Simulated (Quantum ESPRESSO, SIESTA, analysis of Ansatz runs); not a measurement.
**B_P in BP (F-43m): levels and formation energies (SIESTA)**

Question: at which Fermi levels does B_P in BP (F-43m) change its charge? Model: a cell of 54 host atoms with 1 P taken out and 1 B put in.

Calculated with SIESTA 5.4.2; SIESTA numerical-orbital DFT, PBEsol, DZP basis, PseudoDojo 0.4.1 potentials converted to PSML; charged supercells in a uniform background, point-charge correction with alignment at far sites.

### Step 1. The structure

The cell holds 54 atoms: 28 B and 26 P. Cell: a = 9.661 Å, b = 9.661 Å, c = 9.661 Å, α = 60.0°, β = 60.0°, γ = 60.0°. It derives from BP (space group F-43m). Nearest the centre at fractional (0.250, 0.583, 0.583): B10 at 0.00 Å, B35 at 1.97 Å, B33 at 1.97 Å, B29 at 1.97 Å, B17 at 1.97 Å, P46 at 3.22 Å, P28 at 3.22 Å, P4 at 3.22 Å.

Coordinates:

```xyz
54
Lattice="0.0000 6.8314 6.8314 6.8314 0.0000 6.8314 6.8314 6.8314 0.0000" Properties=species:S:1:pos:R:3 pbc="T T T"
B     0.0000    0.0000    0.0000
P     3.4157    3.4157    3.4157
B     2.2771    2.2771    0.0000
P     5.6928    5.6928    3.4157
B     4.5542    4.5542    0.0000
P     7.9699    7.9699    3.4157
B     2.2771    0.0000    2.2771
P     5.6928    3.4157    5.6928
B     4.5542    2.2771    2.2771
B     7.9699    5.6928    5.6928
B     6.8313    4.5542    2.2771
P    10.2470    7.9699    5.6928
B     4.5542    0.0000    4.5542
P     7.9699    3.4157    7.9699
B     6.8313    2.2771    4.5542
P    10.2470    5.6928    7.9699
B     9.1085    4.5542    4.5542
P    12.5242    7.9699    7.9699
B     0.0000    2.2771    2.2771
P     3.4157    5.6928    5.6928
B     2.2771    4.5542    2.2771
P     5.6928    7.9699    5.6928
B     4.5542    6.8313    2.2771
P     7.9699   10.2470    5.6928
B     2.2771    2.2771    4.5542
P     5.6928    5.6928    7.9699
B     4.5542    4.5542    4.5542
P     7.9699    7.9699    7.9699
B     6.8313    6.8313    4.5542
P    10.2470   10.2470    7.9699
B     4.5542    2.2771    6.8313
P     7.9699    5.6928   10.2470
B     6.8313    4.5542    6.8313
P    10.2470    7.9699   10.2470
B     9.1084    6.8313    6.8313
P    12.5242   10.2470   10.2470
B     0.0000    4.5542    4.5542
P     3.4157    7.9699    7.9699
B     2.2771    6.8313    4.5542
P     5.6928   10.2470    7.9699
B     4.5542    9.1085    4.5542
P     7.9699   12.5242    7.9699
B     2.2771    4.5542    6.8313
P     5.6928    7.9699   10.2470
B     4.5542    6.8313    6.8313
P     7.9699   10.2470   10.2470
B     6.8313    9.1084    6.8313
P    10.2470   12.5242   10.2470
B     4.5542    4.5542    9.1085
P     7.9699    7.9699   12.5242
B     6.8313    6.8313    9.1084
P    10.2470   10.2470   12.5242
B     9.1084    9.1084    9.1084
P    12.5242   12.5242   12.5242
```

Screening for the image-charge correction: ε∞ = 9.44, ε0 = 9.57, from a response run on this crystal (DFPT, PBEsol, Quantum ESPRESSO) at that run's own cell.

The cell's shortest repeat is 9.7 Å.

The primitive cell was relaxed at this level beforehand, to 23.61 Å³.

The defect-free supercell was relaxed beforehand, from displaced atoms: they ended at most 0.01 Å from the sites they started about, so the symmetric structure holds.

### Step 2. Band edges

Levels are counted from the valence top, which comes from the unit cell, dense mesh; the energy of the host comes from the defect-free supercell at the defects' own k-points, so that the host's part of the sampling error cancels.

host.fdf

```
SystemName                      BP
SystemLabel                     host
NumberOfSpecies                 2
NumberOfAtoms                   2
%block ChemicalSpeciesLabel
  1    5 B
  2   15 P
%endblock ChemicalSpeciesLabel
LatticeConstant                 1.0 Ang
%block LatticeVectors
    -0.000003000     2.277117000     2.277117000
     2.277117000    -0.000003000     2.277117000
     2.277117000     2.277117000    -0.000003000
%endblock LatticeVectors
AtomicCoordinatesFormat         Fractional
%block AtomicCoordinatesAndAtomicSpecies
    -0.000003733    -0.000003733    -0.000003733  1
     0.750003678     0.750003678     0.750003678  2
%endblock AtomicCoordinatesAndAtomicSpecies
%block kgrid.MonkhorstPack
   12   0   0  0.00
    0  12   0  0.00
    0   0  12  0.00
%endblock kgrid.MonkhorstPack
XC.Functional                   GGA
XC.Authors                      PBEsol
PAO.BasisSize                   DZP
PAO.EnergyShift                 0.005 Ry
Mesh.Cutoff                     300 Ry
OccupationFunction              FD
ElectronicTemperature           0.01 eV
MaxSCFIterations                150
SCF.MustConverge                true
SCF.Mixer.Method                Pulay
SCF.Mixer.Weight                0.2
SCF.Mixer.History               10
SCF.DM.Tolerance                1.0e-4
SCF.H.Tolerance                 1.0e-3 eV
WriteForces                     true
Charge.Mulliken                 end
```

The run is started by

```console
OMP_NUM_THREADS=1 siesta host.fdf > host.out
```

What it wrote:

```text
Version         : 5.4.2

                           ***********************
                           *  WELCOME TO SIESTA  *
                           ***********************

[...]
reinit: Reading from file host.fdf

reinit: -----------------------------------------------------------------------
reinit: System Name: BP
reinit: -----------------------------------------------------------------------
reinit: System Label: host
reinit: -----------------------------------------------------------------------

initatom: Reading input for the pseudopotentials and atomic orbitals ----------
Species number:   1 Atomic number:    5 Label: B
Species number:   2 Atomic number:   15 Label: P

[... pseudopotential checks and orbital generation ...]

prinput: Basis input

PAO.BasisType split

%block ChemicalSpeciesLabel
    1    5 B                       # Species index, atomic number, species label
    2   15 P                       # Species index, atomic number, species label
%endblock ChemicalSpeciesLabel

%block PAO.Basis                 # Define Basis set
# WARNING: This information might be incomplete!
[...]
(Free)E + p*V (eV/cell)     -268.8399
Target enthalpy (eV/cell)     -268.8331
[...]
siesta: Final energy (eV):
siesta:  Band Struct. =     -95.648576
siesta:       Kinetic =     123.568275
siesta:       Hartree =      16.654660
siesta:         Exch. =     -78.793636
siesta:         Corr. =     -10.728831
siesta:   Exch.-corr. =     -89.522468
siesta:  Ion-electron =    -151.401772
siesta:       Ion-ion =    -168.131831
siesta:         Total =    -268.833135
siesta:         Fermi =      -4.924779
[...]
siesta: Stress tensor (static) (eV/Ang**3):
siesta:     0.000284   -0.000013   -0.000013
siesta:    -0.000013    0.000284   -0.000013
siesta:    -0.000013   -0.000013    0.000284
[...]
siesta: Cell volume =         23.614942 Ang**3
[...]
siesta: Pressure (static):
siesta:                Solid            Molecule  Units
siesta:          -0.00000310         -0.00000195  Ry/Bohr**3
siesta:          -0.00028447         -0.00017932  eV/Ang**3
siesta:          -0.45577181         -0.28729665  kBar
[...]
mulliken: Qtot =        8.000

Mulliken Atomic Populations:
Atom #   charge [q] valence [e]  Species
     1    -0.480469    3.480469  B
     2     0.480469    4.519531  P
 Total     0.000000

Job completed
```

Elapsed: 26 s, on 1 MPI rank of Arm Neoverse V1, shared host; peak memory 0.19 GiB.

The gap at this level is 1.15 eV.

Test of the sampling: at one point at (¼, ¼, ¼) the host's energy lies 152 meV an atom above its value on the primitive cell's dense mesh, too far, so all defect runs take a 2×2×2 mesh.

(Part 1 of 3 ends here.)

[Logs are printed without paths, hosts, clocks, repeated set-up lines and the standing remarks that a program may print on its own settings, such as how far it seeks lower states.]

[Hosts, paths, dates, database ids (printed as entryN), source tags and the programs' standing remarks are cut or masked in the printed files.]

[For some hosts the program warned that the k-mesh of the response run may be too coarse for force constants and the static dielectric constant; such warnings are not shown here.]

[Charge tables in the logs are Mulliken or Hirshfeld populations, whose sizes and signs can differ; where basis functions stand at a vacancy, SIESTA counts their charge against the missing atom's valence.]

[In relaxation paths of CP2K, step 0 can be the structure after the first move, since the trajectory file begins there, and the last row can be the final structure solved once more.]
